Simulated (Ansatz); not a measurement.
A run of Ansatz 0.2.0:

The input input.yaml:

```yaml
crystal:
  lattice:
    - [0.0, 1.9609, 1.9609]
    - [1.9609, 0.0, 1.9609]
    - [1.9609, 1.9609, 0.0]
  atoms:
    - { symbol: Pt, position: [0.0, 0.0, 0.0] }
hamiltonian:
  xc: { exchange: pbesol, correlation: pbesol, exx: { coeff: 0.25 } }
  pseudopotentials: { kind: paw }
kpoints:
  mp_grid: { grid: [6, 6, 6] }
scf:
  occupations: { method: fermi_dirac, width: 0.05 }
output:
  forces: true
  stress: true
relax:
  f_tol: 0.01
  max_steps: 40
  cell: { stress_tol: 0.05 }
```

Potentials or basis: Ansatz PAW.

Launch:

```console
$ ansatz run input.yaml --threads 2 --pin off --max-ram 5632MiB --backend cpu --events-out ev --progress --plain --runs-dir out
```

Hardware: 2 threads of Arm Neoverse V1 (shared host).

Q: How long does it take, and how much memory?

A: Run time: 25 s on 2 threads of Arm Neoverse V1, on a shared host, peak memory 0.54 GiB. Counts: scf iterations 112, plane waves 283, k points 16, bands 13, ion steps 6.
